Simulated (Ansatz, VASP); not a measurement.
NaCl in VASP and in Ansatz

```xyz
2
Lattice="0.0000 2.5092 2.5092 2.5092 0.0000 2.5092 2.5092 2.5092 0.0000" Properties=species:S:1:pos:R:3 pbc="T T T"
Na    0.0000    0.0000    0.0000
Cl    2.5092    2.5092    2.5092
```

Alike in both runs: functional LDA; k mesh 8 × 8 × 8; no spin polarisation.

Ansatz relaxed the structure, and its values are those at the end. VASP's run is a single point on that final structure, the one shown.

|  | VASP | Ansatz |
| --- | --- | --- |
| version | VASP 6.6.1 | Ansatz 0.2.0 |
| potentials or method | VASP PAW LDA potentials, release 64 (Na_pv, Cl) | PAW with Ansatz's default frozen-core files, scalar-relativistic |
| plane-wave cutoff (eV) | 520 | 420 |
| occupations | gaussian, width 0.01 eV | fixed |
| valence electrons in the cell | 14 | 16 |

VASP gave:

- gap on the k mesh at the Fermi level (eV): 6.44
- pressure (GPa): 15.1

Q: What did Ansatz give for the same quantities?

A: gap on the k mesh at the Fermi level (eV): 6.43; pressure (GPa): 15.0.

The two sets of potentials don't hold the same shells in valence.

Caveats: so large a pressure means that the cell lies far from this level's equilibrium, or that cutoff or potentials fall short (VASP).
